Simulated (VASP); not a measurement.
# SiSe2 (Ibam) in VASP: notebook

Aim: see how the results for SiSe2 move with the level of theory and the settings. Levels: rev-vdW-DF2, PBEsol. Tasks: relaxation of cell and atoms.

Program: VASP 6.6.1. These are calculated values, not measurements. Logs are shortened: lines on timing, memory, paths and dates and some standing lists are left out, and cuts for length are marked.

### 1 The crystal as given

The structure is orthorhombic, space group Ibam (No. 72). The conventional cell has a = 6.224 Å, b = 10.020 Å, c = 5.871 Å, α = 90.00°, β = 90.00°, γ = 90.00°. Si (site symmetry 222) has 4 Se at 2.28 Å as nearest neighbours. Se (site symmetry m) is surrounded by 2 Si at 2.28 Å.

The cell is a database's computed one.

### 2 Relaxation of cell and atoms, rev-vdW-DF2

The input, INCAR:

```
PREC = Accurate ; ENCUT = 600
EDIFF = 1E-6 ; ISMEAR = 0
SIGMA = 0.03 ; LREAL = False
LASPH = True ; NELM = 80
ALGO = Normal ; ISIF = 3
LWAVE = False ; LCHARG = False
GGA = MK ; LUSE_VDW = True
AGGAC = 0.0 ; PARAM1 = 0.1234
PARAM2 = 0.711357 ; ZAB_VDW = -1.8867
IBRION = 2 ; NSW = 90
EDIFFG = -0.01 ; KPAR = 2
```

The input, KPOINTS:

```
Automatic mesh
0
Gamma
  6 6 6
```

The input, POSCAR:

```
SiSe2
1.0
   -3.1120167935      5.0102208757      2.9354492816
    3.1120167935     -5.0102208757      2.9354492816
    3.1120167935      5.0102208757     -2.9354492816
Si Se
2 4
Direct
    0.7500000000      0.7500000000      0.0000000000
    0.2500000000      0.2500000000      0.0000000000
    0.1206518800      0.2032192000      0.3238710800
    0.8793481200      0.7967808000      0.6761289200
    0.3793481200      0.7032192000      0.0825673300
    0.6206518800      0.2967808000      0.9174326700
```

Potentials or basis: VASP PAW PBE potentials, release 64 (Si, Se).

Run with:

```sh
$ cat potpaw_PBE.64/Si/POTCAR potpaw_PBE.64/Se/POTCAR > POTCAR
$ mpirun -np 2 vasp_std > vasp.out
```

OUTCAR:

```text
PREC = Accurate
   ENCUT = 600
   EDIFF = 1E-6
   ISMEAR = 0
   LREAL = False
   LASPH = True
   NELM = 80
   ISIF = 3
   GGA = MK
   IBRION = 2
   NSW = 90
   EDIFFG = -0.01

 ion  position               nearest neighbor table
   1  0.750  0.750  0.000-   6 2.28   3 2.28   4 2.28   5 2.28   2 2.94   2 2.94
   2  0.250  0.250  0.000-   5 2.28   4 2.28   3 2.28   6 2.28   1 2.94   1 2.94
   3  0.121  0.203  0.324-   1 2.28   2 2.28
   4  0.879  0.797  0.676-   2 2.28   1 2.28
   5  0.379  0.703  0.083-   2 2.28   1 2.28
   6  0.621  0.297  0.917-   1 2.28   2 2.28

  LATTYP: Found a body centered orthorhombic cell.
 ALAT       =     5.8708985632
 B/A-ratio  =     1.0601500809
 C/A-ratio  =     1.7067986516

  Lattice vectors:

 A1 = (   3.1120167935,   5.0102208757,  -2.9354492816)
 A2 = (  -3.1120167935,   5.0102208757,   2.9354492816)
 A3 = (   3.1120167935,  -5.0102208757,   2.9354492816)

Analysis of symmetry for initial positions (statically):
=====================================================================
 Subroutine PRICEL returns:
 Original cell was already a primitive cell.

 Routine SETGRP: Setting up the symmetry group for a
 body centered orthorhombic supercell.

 Subroutine GETGRP returns: Found  8 space group operations
 (whereof  4 operations were pure point group operations)
 out of a pool of  8 trial point group operations.

The static configuration has the point symmetry C_2h.
 The point group associated with its full space group is D_2h.

Analysis of symmetry for dynamics (positions and initial velocities):
=====================================================================
 Subroutine PRICEL returns:
 Original cell was already a primitive cell.

 Routine SETGRP: Setting up the symmetry group for a
 body centered orthorhombic supercell.

 Subroutine GETGRP returns: Found  8 space group operations
 (whereof  4 operations were pure point group operations)
 out of a pool of  8 trial point group operations.

The dynamic configuration has the point symmetry C_2h.
 The point group associated with its full space group is D_2h.

 Subroutine INISYM returns: Found  8 space group operations
 (whereof  4 operations are pure point group operations),
 and found     1 'primitive' translations

----------------------------------------------------------------------------------------

                                     Primitive cell

  volume of cell :     183.0768

  direct lattice vectors                    reciprocal lattice vectors
    -3.112016794  5.010220876  2.935449282     0.000000000  0.099795999  0.170331677
     3.112016794 -5.010220876  2.935449282     0.160667513  0.000000000  0.170331677
     3.112016794  5.010220876 -2.935449282     0.160667513  0.099795999  0.000000000

  length of vectors
     6.588157878  6.588157878  6.588157878     0.197413581  0.234151511  0.189138286

  position of ions in fractional coordinates (direct lattice)
     0.750000000  0.750000000  0.000000000
     0.250000000  0.250000000  0.000000000
     0.120651880  0.203219200  0.323871080
     0.879348120  0.796780800  0.676128920
     0.379348120  0.703219200  0.082567330
     0.620651880  0.296780800  0.917432670

  ion indices of the primitive-cell ions
   primitive index   ion index
                 1           1
                 2           2
                 3           3
                 4           4
                 5           5
                 6           6

----------------------------------------------------------------------------------------

 KPOINTS: Automatic mesh

Automatic generation of k-mesh.
 Grid dimensions read from file:
 generate k-points for:    6    6    6

 Generating k-lattice:

  Cartesian coordinates                     Fractional coordinates (reciprocal lattice)
     0.000000000  0.016632667  0.028388613     0.166666667  0.000000000  0.000000000
     0.026777919  0.000000000  0.028388613     0.000000000  0.166666667 -0.000000000
     0.026777919  0.016632667  0.000000000     0.000000000 -0.000000000  0.166666667

  Length of vectors
[... 44 lines left out ...]
   IALGO  =     38    algorithm
   IMIX   =      4    mixing-type and parameters
     AMIX     =   0.40;   BMIX     =  1.00
     AMIX_MAG =   1.60;   BMIX_MAG =  1.00
  volume/ion in A,a.u.               =      30.51       205.91
  Fermi-wavevector in a.u.,A,eV,Ry     =   0.915336  1.729734 11.399496  0.837839
  Thomas-Fermi vector in A             =   2.040065
   LORBIT       =      0    0 simple, 1 ext, 2 COOP (PROOUT), +10 PAW based schemes
   GGA     = MK    functional components
   LHFCALC =     F    Hartree Fock is set to
   AEXX    =    0.0000 exact exchange contribution
   IVDW_NL    =     1    kernel type
   BPARAM     = 6.3000
   IVDW    =     0    specifies the selected vdW correction
   LEPSILON=     F    determine dielectric tensor
   LRPA    =     F    only Hartree local field effects (RPA)
 conjugate gradient relaxation of ions
 non-spin polarized calculation
 Gauss-broadening in eV      SIGMA  =   0.03
  energy-cutoff  :      600.00
  volume of cell :      183.08
 maximum number of plane-waves:      6130
 NGX is ok and might be reduce to    54
   NGX = 27   NGY = 27   NGZ = 27

--------------------------------------- Ionic step        1  -------------------------------------------

 number of electron      31.9999998 magnetization

 Free energy of the ion-electron system (eV)
  ---------------------------------------------------
  ext. energy  EPLUGINS =         0.00000000
  ---------------------------------------------------
  free energy    TOTEN  =       -19.45492744 eV

  energy without entropy =      -19.45492744  energy(sigma->0) =      -19.45492744

------------------------ aborting loop because EDIFF is reached ----------------------------------------

  FORCE on cell =-STRESS in cart. coord.  units (eV):
  Direction    XX          YY          ZZ          XY          YZ          ZX
  --------------------------------------------------------------------------------------
  -------------------------------------------------------------------------------------
  Total        0.8655942      0.6769379      1.7562751      0.0000000      0.0000000      0.0000000
  in kB        7.5751556      5.9241499     15.3698541      0.0000000      0.0000000      0.0000000
  external PRESSURE =       9.6230532 kB  Pullay stress =       0.0000000 kB
[... 109 lines left out ...]
  energy  without entropy=      -19.4753587195  energy(sigma->0) =      -19.47535872

Total vdW correction in eV:      5.7853049

[... ionic steps 4 to 16 ...]

--------------------------------------- Ionic step       17  -------------------------------------------

 number of electron      31.9999999 magnetization

------------------------ aborting loop because EDIFF is reached ----------------------------------------
[... 79 lines left out ...]
--------------------------------------- Ionic step       19  -------------------------------------------

 number of electron      31.9999999 magnetization

 Free energy of the ion-electron system (eV)
  ---------------------------------------------------
  ext. energy  EPLUGINS =         0.00000000
  ---------------------------------------------------
  free energy    TOTEN  =       -19.53514510 eV

  energy without entropy =      -19.53514510  energy(sigma->0) =      -19.53514510

 E-fermi :   2.0597     XC(G=0):  -8.4853

 val. band max:        1.8973473649   @ k =  -0.3333   0.3333   0.3333
 cond. band min:       3.3555603349   @ k =   0.5000   0.5000   0.5000
 fundamental gap:      1.4582129700
 Fermi energy:         2.0597278811

 k-point     1 :       0.0000    0.0000    0.0000
  band No.  band energies     occupation
      1     -12.4477      2.00000
      2     -10.6969      2.00000
      3     -10.4104      2.00000
      4     -10.1356      2.00000
      5      -5.5888      2.00000
      6      -4.5432      2.00000
[... 541 lines left out ...]
     19       5.4930      0.00000
     20       5.4930      0.00000

 [... further k-points ...]

------------------------ aborting loop because EDIFF is reached ----------------------------------------

  FORCE on cell =-STRESS in cart. coord.  units (eV):
  Direction    XX          YY          ZZ          XY          YZ          ZX
  --------------------------------------------------------------------------------------
  -------------------------------------------------------------------------------------
  Total        0.0060464      0.0030481     -0.0508298     -0.0000000      0.0000000      0.0000000
  in kB        0.0580684      0.0292736     -0.4881613     -0.0000000      0.0000000      0.0000000
  external PRESSURE =      -0.1336064 kB  Pullay stress =       0.0000000 kB
[... 25 lines left out ...]
  energy  without entropy=      -19.5351451009  energy(sigma->0) =      -19.53514510

Total vdW correction in eV:      5.4792017

 reached required accuracy - stopping structural energy minimisation
```

Run time: 28 min. Hardware: 2 MPI ranks of AMD EPYC 9R45 (Zen 5), shared host; peak memory 1.2 GiB.

Results:

| Quantity | Value |
| --- | --- |
| Free energy | -19.5351 eV |
| Relaxed volume | 27.80 Å³/atom |
| Relaxed cell | a = 6.318 Å, b = 6.318 Å, c = 6.318 Å, α = 123.34°, β = 83.50°, γ = 124.30° |
| Space group after relaxing (to 0.05 Å) | Ibam (No. 72) |
| Energy gained by relaxing | 13.4 meV/atom |
| Ionic steps | 19 |
| Pressure after relaxing | 0.0 GPa |
| Largest force after relaxing | 0.004 eV/Å |
| Band gap on the k mesh | 1.46 eV, indirect (least direct gap 1.66 eV) |

Forces on the atoms (eV/Å):
```
Si   0.000  0.000  0.000
Si   0.000  0.000  0.000
Se   0.004  0.000  0.000
Se  -0.004  0.000  0.000
Se   0.004  0.000  0.000
Se  -0.004  0.000  0.000
```

Step by step:
```csv
step,energy change (eV),largest force (eV/Å),pressure (GPa),volume (Å³)
1,0.0000,0.4814,0.96,183.08
2,-0.0043,0.2224,-1.50,187.97
3,-0.0204,0.0985,-0.40,185.63
4,-0.0275,0.0984,-0.37,184.26
5,-0.0465,0.1021,-0.31,180.18
6,-0.0703,0.1191,-0.05,172.14
7,-0.0197,0.1881,1.15,156.55
8,-0.0709,0.1736,0.22,169.63
9,-0.0764,0.0392,-0.23,168.76
10,-0.0766,0.0512,-0.32,168.59
11,-0.0791,0.0363,-0.05,167.01
12,-0.0792,0.0336,0.00,166.67
13,-0.0794,0.0285,0.02,166.66
14,-0.0799,0.0233,0.07,166.61
15,-0.0799,0.0530,0.16,166.51
16,-0.0800,0.0345,0.11,166.56
17,-0.0802,0.0198,0.05,166.69
18,-0.0802,0.0046,-0.02,166.84
19,-0.0802,0.0040,-0.01,166.83
```

Final structure:
```
Si Se
1.0
    -2.99814    4.71338    2.95135
     2.99814   -4.71338    2.95135
     2.99814    4.71338   -2.95135
Si Se
2 4
Direct
  0.75000 0.75000 0.00000
  0.25000 0.25000 0.00000
  0.12663 0.21886 0.34549
  0.87337 0.78114 0.65451
  0.37337 0.71886 0.09224
  0.62663 0.28114 0.90776
```

Levels at points of the mesh, in eV from the valence-band top:
```tsv
k point	band 13	band 14	band 15	band 16	band 17	band 18	band 19	band 20
(0.00, 0.00, 0.00)	-1.35	-0.83	-0.53	-0.33	2.67	2.68	2.80	5.30
(0.50, 0.00, 0.00)	-1.28	-1.28	-0.60	-0.60	2.48	2.48	4.18	4.18
(0.00, 0.50, 0.00)	-0.94	-0.94	-0.52	-0.52	2.25	2.25	3.75	3.75
(0.50, 0.50, 0.00)	-1.81	-1.16	-0.86	-0.08	2.78	3.86	3.98	4.19
(0.50, 0.50, 0.50)	-2.02	-1.96	-1.36	-0.20	1.46	3.10	3.48	4.27
```

Caveat: the PAW data sets were made with another functional, which shifts forces and pressure a little.

### 3 Relaxation of cell and atoms, rev-vdW-DF2

This run uses another cell than the first one, of 27.80 Å³/atom, 0.911 times its volume.

Changes to INCAR since step 2:

```diff
@@ -1,3 +1,3 @@
 PREC = Accurate ; ENCUT = 600
-EDIFF = 1E-6 ; ISMEAR = 0
+EDIFF = 1E-7 ; ISMEAR = 0
 SIGMA = 0.03 ; LREAL = False
@@ -10,2 +10,2 @@
 IBRION = 2 ; NSW = 90
-EDIFFG = -0.01 ; KPAR = 2
+EDIFFG = -0.005 ; KPAR = 2
```

KPOINTS is that of step 2.

The input, POSCAR:

```
SiSe2                                   
1.0
   -2.9981393851      4.7133826762      2.9513519347
    2.9981393851     -4.7133826762      2.9513519347
    2.9981393851      4.7133826762     -2.9513519347
  Si              Se            
     2     4
Direct
     0.7500000000000000    0.7500000000000000    1.0000000000000000
     0.2500000000000000    0.2500000000000000    1.0000000000000000
     0.1266255897238010    0.2188628211564018    0.3454884108802099
     0.8733744102761991    0.7811371788435982    0.6545115891197899
     0.3733744102761990    0.7188628211564018    0.0922372414326016
     0.6266255897238009    0.2811371788435982    0.9077627585673983
```

Potentials or basis: VASP PAW PBE potentials, release 64 (Si, Se).

Run with:

```sh
$ cat potpaw_PBE.64/Si/POTCAR potpaw_PBE.64/Se/POTCAR > POTCAR
$ mpirun -np 2 vasp_std > vasp.out
```

It took 2.8 min on 2 MPI ranks of AMD EPYC 9R45 (Zen 5), shared host; peak memory 1 GiB.

It converged, with:

| Property | Result |
| --- | --- |
| Free energy | -19.5346 eV |
| Relaxed volume | 27.80 Å³/atom |
| Relaxed cell | a = 6.318 Å, b = 6.318 Å, c = 6.318 Å, α = 123.33°, β = 83.49°, γ = 124.32° |
| Space group after relaxing (to 0.05 Å) | Ibam (No. 72) |
| Energy gained by relaxing | 0.0 meV/atom |
| Ionic steps | 2 |
| Pressure after relaxing | 0.0 GPa |
| Largest force after relaxing | 0.004 eV/Å |
| Band gap on the k mesh | 1.46 eV, indirect (least direct gap 1.66 eV) |

Forces on the atoms (eV/Å):
```
Si   0.000  0.000  0.000
Si   0.000  0.000  0.000
Se   0.004  0.001  0.000
Se  -0.004 -0.001  0.000
Se   0.004 -0.001  0.000
Se  -0.004  0.001  0.000
```

Final structure:
```
CELL_PARAMETERS angstrom
-2.99830 4.71359 2.95027
2.99830 -4.71359 2.95027
2.99830 4.71359 -2.95027
ATOMIC_POSITIONS crystal
Si 0.75000 0.75000 0.00000
Si 0.25000 0.25000 0.00000
Se 0.12663 0.21890 0.34552
Se 0.87337 0.78110 0.65448
Se 0.37338 0.71890 0.09227
Se 0.62663 0.28110 0.90773
```

Levels at points of the mesh, in eV from the valence-band top:
```csv
k point,band 14,band 15,band 16,band 17,band 18,band 19
"(0.00, 0.00, 0.00)",-0.83,-0.53,-0.33,2.67,2.69,2.80
"(0.50, 0.00, 0.00)",-1.29,-0.59,-0.59,2.48,2.48,4.18
"(0.00, 0.50, 0.00)",-0.94,-0.52,-0.52,2.25,2.25,3.75
"(0.50, 0.50, 0.00)",-1.16,-0.86,-0.08,2.78,3.87,3.98
"(0.50, 0.50, 0.50)",-1.96,-1.36,-0.20,1.46,3.10,3.47
```

Caveat: the PAW data sets were made with another functional, which shifts forces and pressure a little.

### 4 Relaxation of cell and atoms, PBEsol

The input, INCAR:

```
  PREC = Accurate
  ENCUT = 600
  EDIFF = 1E-6
  ISMEAR = 0
  SIGMA = 0.03
  LREAL = False
  LASPH = True
  NELM = 80
  ALGO = Normal
  ISIF = 3
  LWAVE = False
  LCHARG = False
  GGA = PS
  IBRION = 2
  NSW = 90
  EDIFFG = -0.01
  KPAR = 2
```

KPOINTS is that of step 3.

The input, POSCAR:

```
SiSe2
1.0
   -3.1120167935      5.0102208757      2.9354492816
    3.1120167935     -5.0102208757      2.9354492816
    3.1120167935      5.0102208757     -2.9354492816
Si Se
2 4
Direct
    0.7500000000      0.7500000000      0.0000000000
    0.2500000000      0.2500000000      0.0000000000
    0.1206518800      0.2032192000      0.3238710800
    0.8793481200      0.7967808000      0.6761289200
    0.3793481200      0.7032192000      0.0825673300
    0.6206518800      0.2967808000      0.9174326700
```

Run with:

```sh
$ cat potpaw_PBE.64/Si/POTCAR potpaw_PBE.64/Se/POTCAR > POTCAR
$ mpirun -np 2 vasp_std > vasp.out
```

It took 13 min on 2 MPI ranks of Intel Xeon 6975P-C (Granite Rapids), shared host; peak memory 0.54 GiB.

The run converged. Its results:

```
Free energy                            : -29.3219 eV
Relaxed volume                         : 28.37 Å³/atom
Relaxed cell                           : a = 6.356 Å, b = 6.356 Å, c = 6.356 Å, α = 122.16°, β = 83.78°, γ = 125.17°
Space group after relaxing (to 0.05 Å) : Ibam (No. 72)
Energy gained by relaxing              : 2.8 meV/atom
Ionic steps                            : 19
Pressure after relaxing                : 0.0 GPa
Largest force after relaxing           : 0.009 eV/Å
Band gap on the k mesh                 : 1.63 eV, indirect (least direct gap 1.75 eV)
```

Forces on the atoms (eV/Å):
```
Si   0.000  0.000  0.000
Si   0.000  0.000  0.000
Se  -0.009  0.002  0.000
Se   0.009 -0.002  0.000
Se  -0.009 -0.002  0.000
Se   0.009  0.002  0.000
```

Step by step:
| step | energy change (eV) | largest force (eV/Å) | pressure (GPa) | volume (Å³) |
| --- | --- | --- | --- | --- |
| 1 | 0.0000 | 0.1746 | 0.25 | 183.08 |
| 2 | -0.0009 | 0.0642 | -0.50 | 184.36 |
| 3 | -0.0022 | 0.0413 | -0.18 | 183.79 |
| 4 | -0.0034 | 0.0361 | -0.14 | 183.16 |
| 5 | -0.0051 | 0.0215 | -0.03 | 181.28 |
| 6 | -0.0062 | 0.0199 | -0.04 | 180.72 |
| 7 | -0.0091 | 0.0136 | -0.05 | 179.05 |
| 8 | -0.0136 | 0.0053 | -0.05 | 175.73 |
| 9 | -0.0147 | 0.0213 | 0.05 | 169.15 |
| 10 | -0.0157 | 0.0116 | 0.00 | 172.08 |
| 11 | -0.0157 | 0.0125 | 0.00 | 171.75 |
| 12 | -0.0161 | 0.0142 | -0.02 | 171.38 |
| 13 | -0.0163 | 0.0352 | -0.06 | 170.85 |
| 14 | -0.0165 | 0.0158 | 0.02 | 170.52 |
| 15 | -0.0165 | 0.0084 | 0.05 | 170.39 |
| 16 | -0.0165 | 0.0086 | 0.11 | 170.13 |
| 17 | -0.0166 | 0.0038 | 0.08 | 170.27 |
| 18 | -0.0167 | 0.0064 | 0.05 | 170.25 |
| 19 | -0.0168 | 0.0092 | 0.03 | 170.22 |

Final structure:
```yaml
crystal:
  lattice:
    - [-3.07370, 4.73133, 2.92614]
    - [3.07370, -4.73133, 2.92614]
    - [3.07370, 4.73133, -2.92614]
  atoms:
    - { symbol: Si, position: [0.75000, 0.75000, 0.00000] }
    - { symbol: Si, position: [0.25000, 0.25000, 0.00000] }
    - { symbol: Se, position: [0.12654, 0.21064, 0.33719] }
    - { symbol: Se, position: [0.87346, 0.78936, 0.66281] }
    - { symbol: Se, position: [0.37346, 0.71064, 0.08410] }
    - { symbol: Se, position: [0.62654, 0.28936, 0.91590] }
```

Levels at points of the mesh, in eV from the valence-band top:
| k point | band 13 | band 14 | band 15 | band 16 | band 17 | band 18 | band 19 | band 20 |
| --- | --- | --- | --- | --- | --- | --- | --- | --- |
| (0.00, 0.00, 0.00) | -1.33 | -0.68 | -0.64 | -0.41 | 2.78 | 2.82 | 3.07 | 5.22 |
| (0.50, 0.00, 0.00) | -1.26 | -1.26 | -0.59 | -0.59 | 2.53 | 2.53 | 4.22 | 4.22 |
| (0.00, 0.50, 0.00) | -0.89 | -0.89 | -0.62 | -0.62 | 2.36 | 2.36 | 3.85 | 3.85 |
| (0.50, 0.50, 0.00) | -1.77 | -1.29 | -0.85 | -0.09 | 2.86 | 3.92 | 3.98 | 4.21 |
| (0.50, 0.50, 0.50) | -2.12 | -1.95 | -1.46 | -0.12 | 1.63 | 3.19 | 3.48 | 4.51 |

Caveat: the PAW data sets were made with another functional, which shifts forces and pressure a little.
